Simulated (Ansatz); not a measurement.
A distorted cell of ZnTe (zinc blende):

```yaml
crystal:
  lattice:
    - [0.00000, 6.17910, 6.17910]
    - [3.08955, 0.00000, 3.08955]
    - [3.08955, 3.08955, 0.00000]
  atoms:
    - { symbol: Te, position: [0.38374, 0.76748, 0.73252] }
    - { symbol: Te, position: [0.87500, 0.75000, 0.75000] }
    - { symbol: Zn, position: [0.00000, 0.00000, 0.00000] }
    - { symbol: Zn, position: [0.50000, 0.00000, 0.00000] }
```

The numbers are results of PBE (plane waves to 420 eV, PAW, scalar-relativistic; Ansatz, an electronic-structure program), not measurements. k mesh 4×8×8 (Γ-centred), Fermi-Dirac smearing 0.05 eV. E stands for the smeared free energy. Stress and pressure are positive under compression. Spin-orbit coupling is left out, though Te is heavy. ZnTe was relaxed with its symmetry unable to fall.

### Question
Predict the force on every atom, in eV/Å.

### Answer
```tsv
atom	Fx	Fy	Fz
Te1	0.059	-0.059	-0.594
Te2	-0.059	0.059	0.112
Zn3	-0.084	0.084	0.104
Zn4	0.084	-0.084	0.378
```

### Question
What is the stress tensor (GPa)?

### Answer
```
   0.15     0.63    -0.01
   0.63     0.15     0.01
  -0.01     0.01     0.05
```
The pressure, a third of the trace, is 0.11 GPa.

### Question
In it atom 1 sits (0.000, 0.000, 0.108) Å away from its relaxed site. What is its energy relative to the relaxed cell?

### Answer
32 meV/cell.

(For displaced atoms, the force is minus the slope of the energy, and its curvature is a force constant, which sets phonon frequencies.)
